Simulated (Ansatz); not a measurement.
## Equation of state of Mg2Ge and its gap

A database entry relaxed whole under r2SCAN (Fm-3m):

```xyz
3
Lattice="0.0000 3.1843 3.1843 3.1843 0.0000 3.1843 3.1843 3.1843 0.0000" Properties=species:S:1:pos:R:3 pbc="T T T"
Mg    1.5922    1.5922    1.5922
Mg    4.7765    4.7765    4.7765
Ge    0.0000    0.0000    0.0000
```

The cell was scaled uniformly, its shape held, and the atoms relaxed at each volume with plane-wave PAW DFT (Ansatz 0.2.0; r2SCAN, 500 eV, 9×9×9 Γ-centred mesh, fermi-dirac occupations of width 0.100 eV; no spin, no spin-orbit coupling). One row is withheld.

```json
{"volume (Å³/atom)": "20.234", "energy over the lowest (meV/atom)": "15.0", "pressure (GPa)": "3.90", "gap over mesh and path (eV)": "0.39"}
{"volume (Å³/atom)": "20.665", "energy over the lowest (meV/atom)": "6.4", "pressure (GPa)": "2.47", "gap over mesh and path (eV)": "0.41"}
{"volume (Å³/atom)": "21.095", "energy over the lowest (meV/atom)": "?", "pressure (GPa)": "?", "gap over mesh and path (eV)": "?"}
{"volume (Å³/atom)": "21.526", "energy over the lowest (meV/atom)": "0.0", "pressure (GPa)": "0.00", "gap over mesh and path (eV)": "0.44"}
{"volume (Å³/atom)": "21.956", "energy over the lowest (meV/atom)": "1.4", "pressure (GPa)": "-1.06", "gap over mesh and path (eV)": "0.45"}
{"volume (Å³/atom)": "22.387", "energy over the lowest (meV/atom)": "5.6", "pressure (GPa)": "-2.02", "gap over mesh and path (eV)": "0.47"}
{"volume (Å³/atom)": "22.817", "energy over the lowest (meV/atom)": "12.2", "pressure (GPa)": "-2.88", "gap over mesh and path (eV)": "0.48"}
```

Problem. Fit the pressures of the other rows to the third-order Birch-Murnaghan form.

Solution. With f = [(V₀/V)^(2/3) − 1]/2 and P = 3B₀f(1 + 2f)^(5/2)[1 + 3(B₀′ − 4)f/2], least squares gives V₀ = 21.53 Å³ an atom, B₀ = 55.7 GPa and B₀′ = 4.1; the rows miss the fit by less than 0.01 GPa. The slope of the energies differs from these pressures by less than 0.05 GPa.

Problem. How does the gap move with volume?

Solution. A parabola in ln(V/V₀) through the other rows has the slope dE_g/d ln V = +0.8 eV at V₀, so by B₀ the gap moves by -14 meV a GPa: it narrows under pressure.

Problem. What does the withheld row hold?

Solution. The fit gives 1.17 GPa at 21.095 Å³; the run gave 1.17 GPa and 1.6 meV an atom. Its gap is 0.42 eV, against 0.42 eV from the parabola.

Caveats: the shape of the cell was held; 0 K, fixed nuclei; the symmetry was kept, and this need not be the phase that is stable at 0 K; one mesh for all volumes; r2SCAN gaps lie as a rule under measured ones; the slope of the gap can be off by tens of per cent, more where shallow d levels or spin-orbit coupling act on the edges; pressure is positive in compression.
